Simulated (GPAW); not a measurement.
# Nd (Fm-3m) in GPAW: convergence with smearing function

Aim: find how far smearing function must go before the results for Nd settle, at r2SCAN. This setting moves, with any that are tied to it; all else stays.

Program: GPAW 26.7.0. These are calculated values, not measurements. Logs are shortened: lines on timing, memory, paths and dates and some standing lists are left out, and cuts for length are marked. The log counts tension as positive stress, the text compression.

### 1 Starting point

It takes space group Fm-3m (No. 225, cubic). Conventional cell: a = 5.210 Å, b = 5.210 Å, c = 5.210 Å, α = 90.00°, β = 90.00°, γ = 90.00°. Nd (site symmetry m-3m) has 12 Nd at 3.68 Å as nearest neighbours.

This isn't the form of Nd at room conditions, which is double hcp.

### 2 With smearing function fermi-dirac

The input, run.py:

```python
from ase import Atoms
from ase.dft.bandgap import bandgap
from ase.io import write
from ase.units import GPa
from gpaw import GPAW, PW

atoms = Atoms(['Nd'],
              cell=[[0.0, 2.6049204508, 2.6049204508],
                    [2.6049204508, 0.0, 2.6049204508],
                    [2.6049204508, 2.6049204508, 0.0]],
              scaled_positions=[[0.0, 0.0, 0.0]],
              pbc=True)
atoms.set_initial_magnetic_moments([3.0])

calc = GPAW(mode=PW(800),
            xc='MGGA_X_R2SCAN+MGGA_C_R2SCAN',
            kpts={'size': (7, 7, 7), 'gamma': True},
            occupations={'name': 'fermi-dirac', 'width': 0.1},
            nbands=18,
            convergence={'density': 1e-05, 'energy': 1e-05},
            maxiter=100,
            txt='gpaw.txt')
atoms.calc = calc
energy = atoms.get_potential_energy()
forces = atoms.get_forces()
stress = atoms.get_stress()
calc.write('gs.gpw')
write('result.traj', atoms)
print(f'Energy: {energy:.6f} eV')
print('Forces (eV/A):')
print(forces.round(4))
print('Stress (GPa):', (stress / GPa).round(3))
print('Moments:', calc.get_magnetic_moments().round(3))
print('Fermi level:', round(calc.get_fermi_level(), 4), 'eV')
print(f'Gap: {bandgap(calc)[0]:.4f} eV, direct: {bandgap(calc, direct=True)[0]:.4f} eV')
```

Potentials or basis: GPAW PAW data sets (gpaw-data 1.2.1), pw.

On the command line:

```console
OMP_NUM_THREADS=1 python run.py
```

gpaw.txt:

```text
__  _  _
 | _ |_)|_||  |
 |__||  | ||/\| - 26.7.0

Input parameters:
  mode=PW(ecut=800.0),
  convergence={'density': 1e-05, 'energy': 1e-05},
  kpts=MonkhorstPack(size=(7, 7, 7), gamma=True),
  maxiter=100,
  nbands=18,
  occupations=Occupations(name='fermi-dirac', width=0.1),
  xc=XC(name='MGGA_X_R2SCAN+MGGA_C_R2SCAN')

Diagonalizing LCAO Hamiltonian
Converting LCAO to pw mode

       Nd

Atoms  # Å, Bohr magnetons
|   | symbol |        x |        y |        z |    initial magnetic moments |
|---|--------|----------|----------|----------|-----------------------------|
| 0 |     Nd | 0.000000 | 0.000000 | 0.000000 | ( 0.0000,  0.0000,  3.0000) |

Unit cell  # Å
| periodic |        x |        y |        z |  lengths |    angles |
|----------|----------|----------|----------|----------|-----------|
|      yes | 0.000000 | 2.604920 | 2.604920 | 3.683914 | 60.000000 |
|      yes | 2.604920 | 0.000000 | 2.604920 | 3.683914 | 60.000000 |
|      yes | 2.604920 | 2.604920 | 0.000000 | 3.683914 | 60.000000 |

Number of symmetries: 48
Symmetry operations  # r_c * U_cc + t_c -> r_c
|    | kind |            matrix            |
|----|------|------------------------------|
|  0 |  σ   |  1, 0, 0,  1, 0,-1,  1,-1, 0 |
|  1 |  C2  |  1, 0, 0,  1,-1, 0,  1, 0,-1 |
|  2 |  E   |  1, 0, 0,  0, 1, 0,  0, 0, 1 |
|  3 |  σ   |  1, 0, 0,  0, 0, 1,  0, 1, 0 |
|  4 |  C4  |  1, 0,-1,  1, 0, 0,  1,-1, 0 |
|  5 |  S6  |  1, 0,-1,  1,-1, 0,  1, 0, 0 |
|  6 |  σ   |  1, 0,-1,  0, 1,-1,  0, 0,-1 |
|  7 |  C3  |  1, 0,-1,  0, 0,-1,  0, 1,-1 |
|  8 |  S6  |  1,-1, 0,  1, 0, 0,  1, 0,-1 |
|  9 |  C4  |  1,-1, 0,  1, 0,-1,  1, 0, 0 |
| 10 |  C3  |  1,-1, 0,  0,-1, 1,  0,-1, 0 |
| 11 |  σ   |  1,-1, 0,  0,-1, 0,  0,-1, 1 |
| 12 |  σ   |  0, 1, 0,  1, 0, 0,  0, 0, 1 |
| 13 |  C4  |  0, 1, 0,  0, 1,-1, -1, 1, 0 |
| 14 |  C3  |  0, 1, 0,  0, 0, 1,  1, 0, 0 |
| 15 |  S6  |  0, 1, 0, -1, 1, 0,  0, 1,-1 |
| 16 |  C2  |  0, 1,-1,  1, 0,-1,  0, 0,-1 |
| 17 |  σ   |  0, 1,-1,  0, 1, 0, -1, 1, 0 |
| 18 |  S4  |  0, 1,-1,  0, 0,-1,  1, 0,-1 |
| 19 |  C4  |  0, 1,-1, -1, 1, 0,  0, 1, 0 |
| 20 |  C3  |  0, 0, 1,  1, 0, 0,  0, 1, 0 |
| 21 |  σ   |  0, 0, 1,  0, 1, 0,  1, 0, 0 |
| 22 |  S6  |  0, 0, 1,  0,-1, 1, -1, 0, 1 |
| 23 |  C4  |  0, 0, 1, -1, 0, 1,  0,-1, 1 |
| 24 |  S4  |  0, 0,-1,  1, 0,-1,  0, 1,-1 |
| 25 |  C3  |  0, 0,-1,  0, 1,-1,  1, 0,-1 |
| 26 |  C2  |  0, 0,-1,  0,-1, 0, -1, 0, 0 |
| 27 |  S6  |  0, 0,-1, -1, 0, 0,  0,-1, 0 |
| 28 |  S4  |  0,-1, 1,  1,-1, 0,  0,-1, 0 |
| 29 |  C4  |  0,-1, 1,  0, 0, 1, -1, 0, 1 |
| 30 |  C2  |  0,-1, 1,  0,-1, 0,  1,-1, 0 |
| 31 |  σ   |  0,-1, 1, -1, 0, 1,  0, 0, 1 |
| 32 |  C3  |  0,-1, 0,  1,-1, 0,  0,-1, 1 |
| 33 |  S6  |  0,-1, 0,  0, 0,-1, -1, 0, 0 |
| 34 |  S4  |  0,-1, 0,  0,-1, 1,  1,-1, 0 |
| 35 |  C2  |  0,-1, 0, -1, 0, 0,  0, 0,-1 |
| 36 |  C2  | -1, 1, 0,  0, 1, 0,  0, 1,-1 |
| 37 |  S6  | -1, 1, 0,  0, 1,-1,  0, 1, 0 |
| 38 |  S4  | -1, 1, 0, -1, 0, 1, -1, 0, 0 |
| 39 |  C3  | -1, 1, 0, -1, 0, 0, -1, 0, 1 |
| 40 |  S6  | -1, 0, 1,  0, 0, 1,  0,-1, 1 |
| 41 |  C2  | -1, 0, 1,  0,-1, 1,  0, 0, 1 |
| 42 |  C3  | -1, 0, 1, -1, 1, 0, -1, 0, 0 |
[... 93 lines left out ...]
  Good broyden scale: 1.0
  Trust region scale: 1.0
  Backstep threshold: 4.0
  History deletion threshold: 6.0
  Fourier metric: weight=20.0, sigma=0.015

occupation numbers:
  Fermi-Dirac:
    width: 0.1000  # eV

poisson solver:
  ecut: 6400.0  # eV

xc functional:
  name: MGGA_X_R2SCAN+MGGA_C_R2SCAN with 2 nearest neighbor stencil

convergence criteria:
- Maximum integral of absolute [dens]ity change: 1e-05 electrons / valence electron
- Maximum [total energy] change in last 3 cyles: 1e-05 eV / valence electron
- Maximum integral of absolute [eigenst]ate change: 4e-08 eV^2 / valence electron
maximum number of iterations: 100

SCF iterations
|iter     | |      energy | eigst |  dens |  magmom |
|---------|-|-------------|-------|-------|---------|
|iter:   1| |  -36.082407 | -0.65 |       |  +3.0097|
|iter:   2| |  -21.055475 | -0.81 | -0.20 |  +2.8816|
|iter:   3| |  -23.563261 | +0.27 | -0.37 |  +2.6706|
|iter:   4| |  -18.547860 | -0.82 | -0.23 |  +2.9209|
|iter:   5| |  -18.832510 | -1.89 | -0.77 |  +3.6254|
|iter:   6| |  -18.766354 | -1.64 | -0.85 |  +4.1531|
|iter:   7| |  -18.785430 | -2.66 | -1.50 |  +4.2438|
|iter:   8| |  -18.798994 | -2.57 | -2.05 |  +4.3360|
|iter:   9| |  -18.799223 | -3.83 | -1.98 |  +4.3670|
|iter:  10| |  -18.801568 | -3.14 | -2.41 |  +4.3937|
|iter:  11| |  -18.803029 | -3.09 | -2.74 |  +4.4300|
|iter:  12| |  -18.803301 | -4.64 | -3.24 |  +4.4298|
|iter:  13| |  -18.803563 | -5.14 | -3.44 |  +4.4249|
|iter:  14| |  -18.804156 | -4.67 | -3.51 |  +4.4168|
|iter:  15| |  -18.804854 | -4.78 | -3.55 |  +4.4122|
|iter:  16| |  -18.804996 | -5.05 | -3.58 |  +4.4140|
|iter:  17| |  -18.805400 | -5.33 | -3.66 |  +4.4155|
|iter:  18| |  -18.805774 | -5.35 | -3.92 |  +4.4148|
|iter:  19| |  -18.805853 | -6.25 | -4.26 |  +4.4149|
|iter:  20| |  -18.805679 | -6.24 | -4.50 |  +4.4154|
|iter:  21| |  -18.805639 | -7.20 | -4.73 |  +4.4156|
|iter:  22| |  -18.805654c| -8.08c| -5.11c|  +4.4156|

Converged in 22 steps
Energy contributions relative to reference atoms: (reference = -261880.894526)

Energy contributions:
  Kinetic:         -44.716173
  Coulomb:          40.491538
  Zero:              0.886050
  External:          0.000000
  Xc:              -15.289514
  Entropy:          -0.355111
  Spinorbit:         0.000000
  ----------------------------
  Free energy:     -18.983210
  Extrapolated:    -18.805654

dipole moment: (-31.745571, -31.745571, -31.745571)  # |e|*Ang

Total magnetic moment: (0.000000, 0.000000, 4.415589)

Local magnetic moments
|        x |        y |        z |
|----------|----------|----------|
| 0.000000 | 0.000000 | 3.468435 |  # Nd   0

Fermi level: 9.090
Eigenvalues  # (at kpt = [0.000, 0.000, 0.000])
| band index |      eig [eV] | occ [0-1] |      eig [eV] | occ [0-1] |
|------------|---------------|-----------|---------------|-----------|
|          0 |       -29.750 |     1.000 |       -27.650 |     1.000 |
|          1 |        -9.884 |     1.000 |        -8.224 |     1.000 |
|          2 |        -9.884 |     1.000 |        -8.224 |     1.000 |
|          3 |        -9.884 |     1.000 |        -8.224 |     1.000 |
|          4 |         4.573 |     1.000 |         6.186 |     1.000 |
|          5 |         8.538 |     0.996 |        11.926 |     0.000 |
|          6 |         9.021 |     0.667 |        12.003 |     0.000 |
|          7 |         9.021 |     0.667 |        12.003 |     0.000 |
|          8 |         9.021 |     0.667 |        12.003 |     0.000 |
|          9 |         9.284 |     0.126 |        12.058 |     0.000 |
|         10 |         9.284 |     0.126 |        12.058 |     0.000 |
|         11 |         9.284 |     0.126 |        12.058 |     0.000 |
|         12 |        10.661 |     0.000 |        12.643 |     0.000 |
|         13 |        10.661 |     0.000 |        12.643 |     0.000 |
|         14 |        10.661 |     0.000 |        12.643 |     0.000 |
|        ... |               |           |               |           |
|         17 |        17.863 |     0.000 |        20.775 |     0.000 |

No gap
No difference between direct/indirect transitions

Forces  # eV/Ang
|       x |        y |        z |
|---------|----------|----------|
| 0.00000 | -0.00000 | -0.00000 |  # Nd   0

Stress tensor  # eV/Ang^3
|         x |         y |         z |
|-----------|-----------|-----------|
| -0.000497 |  0.000000 |  0.000000 |
|  0.000000 | -0.000497 | -0.000000 |
|  0.000000 | -0.000000 | -0.000497 |

# Writing to gs.gpw (mode='')
```

Wall time 2.3 min (1 thread of Arm Neoverse V2, shared host); peak memory 0.96 GiB.

What came out:

- Free energy: -18.9832 eV
- Pressure: 0.1 GPa
- Band gap on the k mesh: none (metal or under the smearing width)
- Net moment: 4.42 μB per cell
- Site moments: Nd +3.47 μB

### 3 With smearing function gaussian

run.py: that of step 2 with these lines changed.

```diff
@@ -17,3 +17,3 @@
             kpts={'size': (7, 7, 7), 'gamma': True},
-            occupations={'name': 'fermi-dirac', 'width': 0.1},
+            occupations={'name': 'methfessel-paxton', 'order': 0, 'width': 0.1},
             nbands=18,
```

Potentials or basis: GPAW PAW data sets (gpaw-data 1.2.1), pw.

On the command line:

```console
OMP_NUM_THREADS=1 python run.py
```

Wall time 2.2 min (1 thread of Arm Neoverse V2, shared host); peak memory 0.96 GiB.

Results (log left out):

```
Free energy            : -18.8306 eV
Pressure               : -0.4 GPa
Band gap on the k mesh : none (metal or under the smearing width)
Net moment             : 4.40 μB per cell
Site moments           : Nd +3.47 μB
```

### 4 With smearing function marzari-vanderbilt

run.py: that of step 3 with these lines changed.

```diff
@@ -17,3 +17,3 @@
             kpts={'size': (7, 7, 7), 'gamma': True},
-            occupations={'name': 'methfessel-paxton', 'order': 0, 'width': 0.1},
+            occupations={'name': 'marzari-vanderbilt', 'width': 0.1},
             nbands=18,
```

On the command line:

```console
OMP_NUM_THREADS=1 python run.py
```

It took 2.6 min on 1 thread of Arm Neoverse V2, shared host; peak memory 0.95 GiB.

It converged, with:

```yaml
Free_energy: -18.7995 eV
Pressure: -0.5 GPa
Band_gap_on_the_k_mesh: none (metal or under the smearing width)
Net_moment: 4.44 μB per cell
Site_moments: Nd +3.48 μB
```

### 5 With smearing function methfessel-paxton

run.py: that of step 4 with these lines changed.

```diff
@@ -17,3 +17,3 @@
             kpts={'size': (7, 7, 7), 'gamma': True},
-            occupations={'name': 'marzari-vanderbilt', 'width': 0.1},
+            occupations={'name': 'methfessel-paxton', 'width': 0.1},
             nbands=18,
```

On the command line:

```console
OMP_NUM_THREADS=1 python run.py
```

Wall time 2.3 min (1 thread of Arm Neoverse V2, shared host); peak memory 0.96 GiB.

The run converged. Its results:

```yaml
Free_energy: -18.8306 eV
Pressure: -0.4 GPa
Band_gap_on_the_k_mesh: none (metal or under the smearing width)
Net_moment: 4.40 μB per cell
Site_moments: Nd +3.47 μB
```

### 6 With smearing function tetrahedron-method

run.py: that of step 5 with these lines changed.

```diff
@@ -17,3 +17,3 @@
             kpts={'size': (7, 7, 7), 'gamma': True},
-            occupations={'name': 'methfessel-paxton', 'width': 0.1},
+            occupations={'name': 'tetrahedron-method'},
             nbands=18,
```

Potentials or basis: GPAW PAW data sets (gpaw-data 1.2.1), pw.

On the command line:

```console
OMP_NUM_THREADS=1 python run.py
```

It took 2.3 min on 1 thread of Arm Neoverse V2, shared host; peak memory 0.96 GiB.

The run converged. Its results:

```yaml
Free_energy: -18.7761 eV
Pressure: -0.7 GPa
Band_gap_on_the_k_mesh: none (metal or under the smearing width)
Net_moment: 4.23 μB per cell
Site_moments: Nd +3.42 μB
```

### 7 With smearing function improved-tetrahedron-method

run.py: that of step 6 with these lines changed.

```diff
@@ -17,3 +17,3 @@
             kpts={'size': (7, 7, 7), 'gamma': True},
-            occupations={'name': 'tetrahedron-method'},
+            occupations={'name': 'improved-tetrahedron-method'},
             nbands=18,
```

On the command line:

```console
OMP_NUM_THREADS=1 python run.py
```

It took 2.5 min on 1 thread of Arm Neoverse V2, shared host; peak memory 0.96 GiB.

It converged, with:

* Free energy: -18.8029 eV
* Pressure: -0.7 GPa
* Band gap on the k mesh: none (metal or under the smearing width)
* Net moment: 4.23 μB per cell
* Site moments: Nd +3.42 μB

### 8 Result

| smearing function | energy less the tightest run, at zero smearing (meV/atom) | pressure (GPa) | largest site moment (μB) | SCF cycles | CPU time (s) | peak memory (GiB) |
| --- | --- | --- | --- | --- | --- | --- |
| fermi-dirac | -2.74 | 0.08 | 3.47 | 22 | 140 | 0.96 |
| gaussian | -0.51 | -0.37 | 3.47 | 23 | 130 | 0.96 |
| marzari-vanderbilt | 3.38 | -0.49 | 3.48 | 27 | 160 | 0.95 |
| methfessel-paxton | -0.51 | -0.37 | 3.47 | 23 | 140 | 0.96 |
| tetrahedron-method | 26.80 | -0.70 | 3.42 | 23 | 140 | 0.96 |
| improved-tetrahedron-method | 0.00 | -0.69 | 3.42 | 25 | 150 | 0.96 |

Against the tightest run, the pressure stays within 0.1 GPa from tetrahedron-method on; the largest site moment stays within 0.02 μB from tetrahedron-method on. Not settled before the last step: the energy (to 1 meV/atom). Narrower smearing needs a denser k mesh, so at a fixed mesh the narrowest width isn't the most accurate. The tightest run that finished is the yardstick and may itself not be fully converged.

Caveats: one-centre terms of the f shell are cut off; the magnetic or orbital state may not be the lowest; the PAW data sets were made with another functional, which shifts forces and pressure a little; spin-orbit coupling is left out, which moves the levels of the heavy elements.
